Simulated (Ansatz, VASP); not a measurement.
# One calculation of Al, two programs

```
Al
1.0
     0.00000    1.95699    1.95699
     1.95699    0.00000    1.95699
     1.95699    1.95699    0.00000
Al
1
Direct
  0.00000 0.00000 0.00000
```

Alike in both runs: functional PBE; dispersion D4; k mesh 14 × 14 × 14; occupations gaussian, width 0.1 eV; no spin polarisation.

Ansatz relaxed the structure, and its values are those at the end. VASP's run is a single point on that final structure, the one shown.

|  | VASP | Ansatz |
| --- | --- | --- |
| version | VASP 6.6.1 | Ansatz 0.2.0 |
| potentials or method | VASP PAW PBE potentials, release 64 (Al) | plane waves, PAW |
| plane-wave cutoff (eV) | 520 | 420 |
| valence electrons in the cell | 3 | 3 |

Ansatz gave:

```
pressure (GPa)               : 5.0
dispersion energy (meV/atom) : -377.1
```

Task: Which values does VASP return?

Result: Pressure (GPa): 5.0; dispersion energy (meV/atom): -377.0.

Caveats: pairwise dispersion overbinds metals, which lowers pressure and volume.
